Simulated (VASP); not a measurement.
**A VASP 6.6.1 single-point calculation on ZnSe**

INCAR

```
GGA = PE
SIGMA = 0.02
NELM = 97
IBRION = -1
ENCUT = 520
NBANDS = 16
PREC = Accurate
ISIF = 2
NSW = 0
LASPH = .TRUE.
LREAL = .FALSE.
ISMEAR = -1
LCHARG = .FALSE.
EDIFF = 1E-9
LWAVE = .FALSE.
```

KPOINTS

```
KPOINTS created by Atomic Simulation Environment
0
Gamma
8 8 8
0 0 0
```

POSCAR

```
Zn Se
 1.0000000000000000
     0.0000000000000000    2.7757722707000001    2.8980852750000001
     2.7757722707000001    0.0000000000000000    2.8980852750000001
     2.7757722707000001    2.7757722707000001    0.0000000000000000
 Zn  Se
   1   1
Cartesian
  0.0000000000000000  0.0000000000000000  0.0000000000000000
  1.3878861353500000  1.3878861353500000  1.4490426374999998
```

The recommended PBE PAW datasets give the neutral cell 18 valence electrons.

Command

```
mpirun -np 1 vasp_std
```

OSZICAR

```
N       E                     dE             d eps       ncg     rms          rms(c)
DAV:   1     0.868767274349E+02    0.86877E+02   -0.88107E+03  1896   0.129E+03
DAV:   2    -0.882230687913E+00   -0.87759E+02   -0.82572E+02  2168   0.253E+02
DAV:   3    -0.624576176040E+01   -0.53635E+01   -0.53445E+01  2296   0.613E+01
DAV:   4    -0.628720690409E+01   -0.41445E-01   -0.41442E-01  2352   0.580E+00
DAV:   5    -0.628739845513E+01   -0.19155E-03   -0.19155E-03  2368   0.353E-01    0.491E+00
DAV:   6    -0.601765621715E+01    0.26974E+00   -0.53383E-01  2800   0.242E+01    0.374E+00
DAV:   7    -0.599803898447E+01    0.19617E-01   -0.15798E-01  2208   0.356E+00    0.159E+00
DAV:   8    -0.599777824311E+01    0.26074E-03   -0.44905E-03  2568   0.708E-01    0.460E-01
DAV:   9    -0.599798912173E+01   -0.21088E-03   -0.11185E-03  2248   0.256E-01    0.657E-02
DAV:  10    -0.599809741258E+01   -0.10829E-03   -0.20908E-04  2408   0.108E-01    0.239E-02
DAV:  11    -0.599808720366E+01    0.10209E-04   -0.40020E-05  2184   0.537E-02    0.488E-03
DAV:  12    -0.599808818763E+01   -0.98397E-06   -0.53260E-06  2496   0.136E-02    0.256E-03
DAV:  13    -0.599808845431E+01   -0.26669E-06   -0.46258E-07  2336   0.493E-03    0.115E-03
DAV:  14    -0.599808843060E+01    0.23710E-07   -0.32952E-08  2528   0.205E-03    0.633E-04
DAV:  15    -0.599808845048E+01   -0.19878E-07   -0.10003E-08  2400   0.711E-04    0.532E-05
DAV:  16    -0.599808845229E+01   -0.18101E-08   -0.38650E-10  1760   0.133E-04    0.339E-05
DAV:  17    -0.599808845357E+01   -0.12790E-08   -0.34556E-11  1280   0.447E-05    0.734E-06
DAV:  18    -0.599808845400E+01   -0.43110E-09   -0.87466E-12  1096   0.497E-05
   1 F= -.59980885E+01 E0= -.59980885E+01  d E =-.673708E-12
```

From OUTCAR

```
k-points           NKPTS =     59   k-points in BZ     NKDIM =     59   number of bands    NBANDS=     16

   NELECT =      18.0000    total number of electrons

   dimension x,y,z NGX =    30 NGY =   30 NGZ =   30
   dimension x,y,z NGXF=    60 NGYF=   60 NGZF=   60

  energy-cutoff  :      520.00
  volume of cell :       44.66
      direct lattice vectors                 reciprocal lattice vectors
     0.000000000  2.775772271  2.898085275    -0.180130051  0.180130051  0.172527705
     2.775772271  0.000000000  2.898085275     0.180130051 -0.180130051  0.172527705
     2.775772271  2.775772271  0.000000000     0.180130051  0.180130051 -0.172527705

 k-points in reciprocal lattice and weights: KPOINTS created by Atomic Simulation Env
   0.00000000  0.00000000  0.00000000       0.002
   0.12500000  0.00000000  0.00000000       0.016
   0.25000000  0.00000000  0.00000000       0.016
   0.37500000  0.00000000  0.00000000       0.016
   0.50000000  0.00000000  0.00000000       0.008
   0.12500000  0.12500000  0.00000000       0.004
   0.25000000  0.12500000  0.00000000       0.016
   0.37500000  0.12500000  0.00000000       0.016
   ...

 E-fermi :   2.2820

 k-point     1 :       0.0000    0.0000    0.0000
  band No.  band energies     occupation
      1     -11.6018      2.00000
      2      -4.8516      2.00000
      3      -4.8306      2.00000
      4      -4.8306      2.00000
      5      -4.4569      2.00000
      6      -4.4486      2.00000
      7       1.6586      2.00000
      8       1.8336      2.00000
      9       1.8336      2.00000
     10       3.1355      0.00000
     11       7.5784      0.00000
     12       7.5784      0.00000
     13       7.5933      0.00000
     14      11.7704      0.00000
     15      12.8437      0.00000
     16      13.6764      0.00000

 k-point     2 :       0.1250    0.0000    0.0000
  band No.  band energies     occupation
      1     -11.4973      2.00000
      2      -4.8403      2.00000
      3      -4.8206      2.00000
      4      -4.8135      2.00000
      5      -4.4572      2.00000
      6      -4.4511      2.00000
      7       0.4417      2.00000
      8       1.5499      2.00000
      9       1.6898      2.00000
     10       4.1188      0.00000
     11       7.5000      0.00000
     12       7.8497      0.00000
     13       7.8672      0.00000
     14      12.1162      0.00000
     15      12.6888      0.00000
     16      12.7681      0.00000

 k-point     3 :       0.2500    0.0000    0.0000
  band No.  band energies     occupation
      1     -11.2252      2.00000
      2      -4.8004      2.00000
      3      -4.7754      2.00000
      4      -4.7740      2.00000
      5      -4.4527      2.00000
      6      -4.4519      2.00000
      7      -1.3187      2.00000
      8       1.1858      2.00000
      9       1.3831      2.00000
     10       4.5652      0.00000
     11       8.0483      0.00000
     12       8.3010      0.00000
     13       8.4964      0.00000
     14      12.0378      0.00000
     15      12.3565      0.00000
     16      12.6735      0.00000

 ...

  Total        1.1560700      1.1560700      0.7223659      0.0000000     -0.0000000      0.0000000
  in kB       41.4749520     41.4749520     25.9154651      0.0000000     -0.0000000      0.0000000
  external PRESSURE =      36.2884564 kB  Pullay stress =       0.0000000 kB

 POSITION                                       TOTAL-FORCE (eV/Angst)
 -----------------------------------------------------------------------------------
      0.00000      0.00000      0.00000         0.000000      0.000000     -0.000000
      1.38789      1.38789      1.44904        -0.000000     -0.000000      0.000000
 -----------------------------------------------------------------------------------
    total drift:                               -0.000000     -0.000000     -0.000001

  FREE ENERGIE OF THE ION-ELECTRON SYSTEM (eV)
  ---------------------------------------------------
  free  energy   TOTEN  =        -5.9980884540 eV

  energy  without entropy=       -5.9980884540  energy(sigma->0) =       -5.99808845
```

It converged. Results: gap between bands v and c on the k mesh 1.30 eV; least direct gap on the k mesh 1.30 eV; pressure 3.6 GPa. Band v is the last that the valence electrons fill when counted band by band, and c is the next.

For comparison, a separate PBE run of the intended cell, on usual settings and not on those above, gives a gap of 1.30 eV on its mesh and a pressure of 3.6 GPa.

The run above took about 65 s on one core of a shared host (Intel Xeon Platinum 8488C) and held 0.2 GiB at most.
